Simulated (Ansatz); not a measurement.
This Ansatz 0.2.0 run on MoS2 needs a look.

The input input.yaml:

```yaml
crystal:
  lattice:
    - [3.2274645616, 0.0, 0.0]
    - [-1.6137322808, 2.7950663001, 0.0]
    - [0.0, 0.0, 6.0599744832]
  atoms:
    - { symbol: Mo, position: [0.0, 0.0, 0.5] }
    - { symbol: S, position: [0.6666666667, 0.3333333333, 0.74468068] }
    - { symbol: S, position: [0.3333333333, 0.6666666667, 0.25531932] }
hamiltonian:
  xc: gga
  pseudopotentials: { kind: paw }
kpoints:
  mp_grid: { grid: [8, 8, 4] }
  band_path:
    path:
      - [[0.0, 0.0, 0.0], [0.5, 0.0, 0.0], [0.3333333333, 0.3333333333, 0.0], [0.0, 0.0, 0.0], [0.0, 0.0, 0.5], [0.5, 0.0, 0.5], [0.3333333333, 0.3333333333, 0.5], [0.0, 0.0, 0.5]]
      - [[0.5, 0.0, 0.5], [0.5, 0.0, 0.0]]
      - [[0.3333333333, 0.3333333333, 0.0], [0.3333333333, 0.3333333333, 0.5]]
    npoints: 14
scf:
  occupations: { method: fermi_dirac, width: 0.05 }
  n_extra_bands: 7
  max_iter: 100
output:
  forces: true
  stress: true
  eigenvalues: true
  fatbands: false
```

Potentials or basis: Ansatz PAW.

Launch:

```bash
$ ansatz run input.yaml --threads 2 --pin off --max-ram 5632MiB --backend cpu --events-out ev --progress --plain --runs-dir out
```

Output:

```text
Error: YAML parse error: error: line 11 column 7: hamiltonian.xc: unknown variant `gga`, expected one of `lda`, `lda-pw`, `pw92`, `pbe`, `pbesol`, `rpbe`, `revpbe`, `blyp`, `pbe0`, `revpbe0`, `b3lyp`, `b3lyp5`, `hse06`, `wpbeh`, `hiss`, `lc_wpbe`, `cam_b3lyp`, `hf`, `r2scan`, `r2scanh`, `r2scan0`, `r2scan50`, `mr2scan`
  --> <input>:11:7
   |
 9 |     - { symbol: S, position: [0.3333333333, 0.6666666667, 0.25531932] }
10 | hamiltonian:
11 |   xc: gga
   |       ^ hamiltonian.xc: unknown variant `gga`, expected one of `lda`, `lda-pw`, `pw92`, `pbe`, `pbesol`, `rpbe`, `revpbe`, `blyp`, `pbe0`, `revpbe0`, `b3lyp`, `b3lyp5`, `hse06`, `wpbeh`, `hiss`, `lc_wpbe`, `cam_b3lyp`, `hf`, `r2scan`, `r2scanh`, `r2scan0`, `r2scan50`, `mr2scan`
12 |   pseudopotentials: { kind: paw }
13 | kpoints:
   |
```

Problem. What happened, and what is wrong with the input?

Solution. The program refused the input. The input holds a flaw that was put in on purpose: an unknown functional (hamiltonian.xc = gga).
